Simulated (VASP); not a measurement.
Runs of VASP 6.6.1 on BN. Symmetry: F-43m, No. 216, cubic system. The conventional cell has a = 3.626 Å, b = 3.626 Å, c = 3.626 Å, α = 90.00°, β = 90.00°, γ = 90.00°. N (site symmetry -43m) has 4 B at 1.57 Å as nearest neighbours. Around B (site symmetry -43m) lie 4 N at 1.57 Å. The cell is a database's computed one.

```tsv
task	level	cell	cutoff (eV)	smearing	gap on the mesh (eV)	pressure (GPa)
relaxation of cell and atoms	PBE	relaxed	600	fermi-dirac 0.05 eV	4.52	0.0
band structure	SCAN	as given	520	fermi-dirac 0.05 eV	(a)	-6.1
band structure	rSCAN	as given	520	fermi-dirac 0.05 eV	5.07	-6.8
single point	PBE	as given	520	gaussian 0.012 eV	4.52	-0.2
single point	PBE	as given	520	gaussian 0.011 eV	4.52	-0.2
```

Alike in all rows: potentials or basis VASP PAW PBE potentials, release 64 (N, B); no spin polarisation; k mesh 13 × 13 × 13.

Question: Estimate the missing entries.

Answer: (a) 5.02.

Caveats: an odd mesh through Γ misses points on the zone boundary, where band edges often lie (some runs); the PAW data sets were made with another functional, which shifts forces and pressure a little (some runs).
